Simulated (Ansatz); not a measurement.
**SrO in Ansatz: the effect of functional**

Crystal: SrO.

```
Sr O
1.0
     3.48075    0.00000    0.00000
    -1.74038    3.01442    0.00000
     0.00000    0.00000    6.09038
Sr O
2 2
Direct
  0.66667 0.33333 0.75000
  0.33333 0.66667 0.25000
  0.00000 0.00000 0.50000
  0.00000 0.00000 0.00000
```

Measurements of this composition are mostly on another form, of space group No. 225.

The cell isn't the ideal one: volume scaled by 0.94.

Alike in all runs:

| Property | Result |
| --- | --- |
| Program | Ansatz 0.2.0 |
| Task | single point |
| Potentials or basis | Ansatz PAW |
| k mesh | 9 × 9 × 5 |
| Occupations | fermi-dirac, width 0.05 eV |
| Spin | no spin polarisation |

```csv
functional,cutoff,gap on the mesh (eV),pressure (GPa)
LDA,420 eV (not typed: the program's choice for these potentials),?,?
PBEsol,420 eV (not typed: the program's choice for these potentials),3.03,3.3
r2SCAN,500 eV (not typed: the program's choice for these potentials),3.58,5.8
```

**Question.** What does the run with functional LDA give?

**Answer.** gap on the mesh 2.97 eV; pressure -0.2 GPa.

Caveats: odd divisions of the mesh miss points on the zone boundary, where band edges often lie, so the gap on the mesh can be too wide; the PAW data sets come from PBE, with cores solved anew for the run's functional, which leaves a small shift of forces and pressure.

A k mesh can miss the band edges.

Runs at the PBE level aren't shown here.
